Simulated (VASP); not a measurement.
An input for VASP 6.6.1 (Os):

run.py

```python
from ase.calculators.vasp import Vasp
from ase.filters import FrechetCellFilter
from ase.io import read
from ase.optimize import BFGS

atoms = read('Os.cif', primitive_cell=True, subtrans_included=False)
calc = Vasp(
    directory='calc',
    pp='PBE',
    setups='gw',
    prec='Accurate',
    encut=630,
    ediff=1e-07,
    ismear=0,
    sigma=0.05,
    lreal=False,
    lasph=True,
    nelm=63,
    algo='Normal',
    isif=2,
    lwave=False,
    lcharg=False,
    gga='ZZ',
    luse_vdw=True,
    aggac=0.0,
    kpts=[12, 12, 12],
    gamma=True,
)
atoms.calc = calc
opt = BFGS(FrechetCellFilter(atoms), trajectory='relax.traj')
converged = opt.run(fmax=0.005, steps=30)
print('converged:', converged)

print('energy (eV):', atoms.get_potential_energy())
print('free energy (eV):', atoms.get_potential_energy(force_consistent=True))
print('forces (eV/A):')
print(atoms.get_forces())
print('stress (eV/A^3, Voigt):', atoms.get_stress())
print('Fermi level (eV):', calc.get_fermi_level())
print('cell (A, degrees):', atoms.cell.cellpar())
print('volume (A^3):', atoms.get_volume())
print('scaled positions:')
print(atoms.get_scaled_positions())
```

Contents of Os.cif:

```cif
data_Os
_cell_length_a 3.89000000
_cell_length_b 3.89000000
_cell_length_c 3.89000000
_cell_angle_alpha 90.00000000
_cell_angle_beta 90.00000000
_cell_angle_gamma 90.00000000
_space_group_name_H-M_alt 'Fm-3m'
_space_group_name_Hall '-F 4 2 3'
_space_group_IT_number 225
loop_
_space_group_symop_operation_xyz
'x,y,z'
'-x,-y,-z'
'-y,x,z'
'y,-x,-z'
'-x,-y,z'
'x,y,-z'
'y,-x,z'
'-y,x,-z'
'x,-y,-z'
'-x,y,z'
'-y,-x,-z'
'y,x,z'
'-x,y,-z'
'x,-y,z'
'y,x,-z'
'-y,-x,z'
'z,x,y'
'-z,-x,-y'
'z,-y,x'
'-z,y,-x'
'z,-x,-y'
'-z,x,y'
'z,y,-x'
'-z,-y,x'
'-z,x,-y'
'z,-x,y'
'-z,-y,-x'
'z,y,x'
'-z,-x,y'
'z,x,-y'
'-z,y,x'
'z,-y,-x'
'y,z,x'
'-y,-z,-x'
'x,z,-y'
'-x,-z,y'
'-y,z,-x'
'y,-z,x'
'-x,z,y'
'x,-z,-y'
'-y,-z,x'
'y,z,-x'
'-x,-z,-y'
'x,z,y'
'y,-z,-x'
'-y,z,x'
'x,-z,y'
'-x,z,-y'
'x,y+1/2,z+1/2'
'-x,-y+1/2,-z+1/2'
'-y,x+1/2,z+1/2'
'y,-x+1/2,-z+1/2'
'-x,-y+1/2,z+1/2'
'x,y+1/2,-z+1/2'
'y,-x+1/2,z+1/2'
'-y,x+1/2,-z+1/2'
'x,-y+1/2,-z+1/2'
'-x,y+1/2,z+1/2'
'-y,-x+1/2,-z+1/2'
'y,x+1/2,z+1/2'
[... 40 lines left out ...]
'-x+1/2,-y,z+1/2'
'x+1/2,y,-z+1/2'
'y+1/2,-x,z+1/2'
'-y+1/2,x,-z+1/2'
'x+1/2,-y,-z+1/2'
'-x+1/2,y,z+1/2'
'-y+1/2,-x,-z+1/2'
'y+1/2,x,z+1/2'
'-x+1/2,y,-z+1/2'
'x+1/2,-y,z+1/2'
'y+1/2,x,-z+1/2'
'-y+1/2,-x,z+1/2'
'z+1/2,x,y+1/2'
'-z+1/2,-x,-y+1/2'
'z+1/2,-y,x+1/2'
'-z+1/2,y,-x+1/2'
'z+1/2,-x,-y+1/2'
'-z+1/2,x,y+1/2'
'z+1/2,y,-x+1/2'
'-z+1/2,-y,x+1/2'
'-z+1/2,x,-y+1/2'
'z+1/2,-x,y+1/2'
'-z+1/2,-y,-x+1/2'
'z+1/2,y,x+1/2'
'-z+1/2,-x,y+1/2'
'z+1/2,x,-y+1/2'
'-z+1/2,y,x+1/2'
'z+1/2,-y,-x+1/2'
'y+1/2,z,x+1/2'
'-y+1/2,-z,-x+1/2'
'x+1/2,z,-y+1/2'
'-x+1/2,-z,y+1/2'
'-y+1/2,z,-x+1/2'
'y+1/2,-z,x+1/2'
'-x+1/2,z,y+1/2'
'x+1/2,-z,-y+1/2'
'-y+1/2,-z,x+1/2'
'y+1/2,z,-x+1/2'
'-x+1/2,-z,-y+1/2'
'x+1/2,z,y+1/2'
'y+1/2,-z,-x+1/2'
'-y+1/2,z,x+1/2'
'x+1/2,-z,y+1/2'
'-x+1/2,z,-y+1/2'
'x+1/2,y+1/2,z'
'-x+1/2,-y+1/2,-z'
'-y+1/2,x+1/2,z'
'y+1/2,-x+1/2,-z'
'-x+1/2,-y+1/2,z'
'x+1/2,y+1/2,-z'
'y+1/2,-x+1/2,z'
'-y+1/2,x+1/2,-z'
'x+1/2,-y+1/2,-z'
'-x+1/2,y+1/2,z'
'-y+1/2,-x+1/2,-z'
'y+1/2,x+1/2,z'
'-x+1/2,y+1/2,-z'
'x+1/2,-y+1/2,z'
'y+1/2,x+1/2,-z'
'-y+1/2,-x+1/2,z'
'z+1/2,x+1/2,y'
'-z+1/2,-x+1/2,-y'
'z+1/2,-y+1/2,x'
'-z+1/2,y+1/2,-x'
'z+1/2,-x+1/2,-y'
'-z+1/2,x+1/2,y'
'z+1/2,y+1/2,-x'
'-z+1/2,-y+1/2,x'
'-z+1/2,x+1/2,-y'
'z+1/2,-x+1/2,y'
'-z+1/2,-y+1/2,-x'
'z+1/2,y+1/2,x'
'-z+1/2,-x+1/2,y'
'z+1/2,x+1/2,-y'
'-z+1/2,y+1/2,x'
'z+1/2,-y+1/2,-x'
'y+1/2,z+1/2,x'
'-y+1/2,-z+1/2,-x'
'x+1/2,z+1/2,-y'
'-x+1/2,-z+1/2,y'
'-y+1/2,z+1/2,-x'
'y+1/2,-z+1/2,x'
'-x+1/2,z+1/2,y'
'x+1/2,-z+1/2,-y'
'-y+1/2,-z+1/2,x'
'y+1/2,z+1/2,-x'
'-x+1/2,-z+1/2,-y'
'x+1/2,z+1/2,y'
'y+1/2,-z+1/2,-x'
'-y+1/2,z+1/2,x'
'x+1/2,-z+1/2,y'
'-x+1/2,z+1/2,-y'
loop_
_atom_site_label
_atom_site_type_symbol
_atom_site_symmetry_multiplicity
_atom_site_Wyckoff_symbol
_atom_site_fract_x
_atom_site_fract_y
_atom_site_fract_z
_atom_site_occupancy
Os1 Os 4 a 0.0000000000 0.0000000000 0.0000000000 1
```

Potentials or basis: VASP PAW PBE potentials, release 64 (Os_sv_GW).

Run with:

```console
$ python run.py
```

Question: Does this run start?

Answer: The run stopped without a result. It printed:

Output:

```text
<dir> UserWarning: vdW has been enabled, however no location for the vdw_kernel.bindat file has been specified. Set ASE_VASP_VDW environment variable to copy the vdW kernel.
  warnings.warn(
Traceback (most recent call last):
  ...
ase.calculators.calculator.CalculationFailed: vasp in <dir> returned an error: 1 stderr is in vasp.out
```

OUTCAR:

```text
ENCUT = 630.000000
   EDIFF = 1.00e-07
   GGA = ZZ
   PREC = Accurate
   ISIF = 2
   ISMEAR = 0
   NELM = 63
   LASPH = .TRUE.
   LREAL = .FALSE.
```

Among its messages:

```text
Error: One of the selected functionals does not exist. ---->  I REFUSE TO CONTINUE WITH THIS SICK JOB ... BYE!!! <----
```
